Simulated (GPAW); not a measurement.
Crystal: CdSe (Cadmoselite).

```
Cd Se
1.0
     4.30000    0.00000    0.00000
    -2.15000    3.72391    0.00000
     0.00000    0.00000    7.02000
Cd Se
2 2
Direct
  0.66667 0.33333 0.50000
  0.33333 0.66667 0.00000
  0.66667 0.33333 0.88500
  0.33333 0.66667 0.38500
```

Base run:

| Quantity | Value |
| --- | --- |
| Program | GPAW 26.7.0 |
| Functional | PBE |
| Potentials or basis | GPAW PAW data sets (gpaw-data 1.2.1) |
| Cutoff | 600 eV |
| Basis | pw |
| k mesh | 7 × 7 × 4 |
| Occupations | fermi-dirac, width 0.05 eV |
| Spin | no spin polarisation |

Its results: band gap on the k mesh 0.70 eV, direct; pressure 2.8 GPa; largest force 0.281 eV/Å.

The run is repeated on the same cell with these changes: potentials or basis from GPAW PAW data sets (gpaw-data 1.2.1) to SG15 ONCV 1.2; cutoff from 600 eV to 1100 eV; k mesh from 7 × 7 × 4 to 5 × 5 × 3; valence electrons from 36 to 52. What comes out?

Band gap on the k mesh 0.69 eV, direct; pressure 3.3 GPa; largest force 0.292 eV/Å.

Caveats: an odd mesh through Γ misses points on the zone boundary, where band edges often lie (some runs).

Not every run made on this cell is shown here.
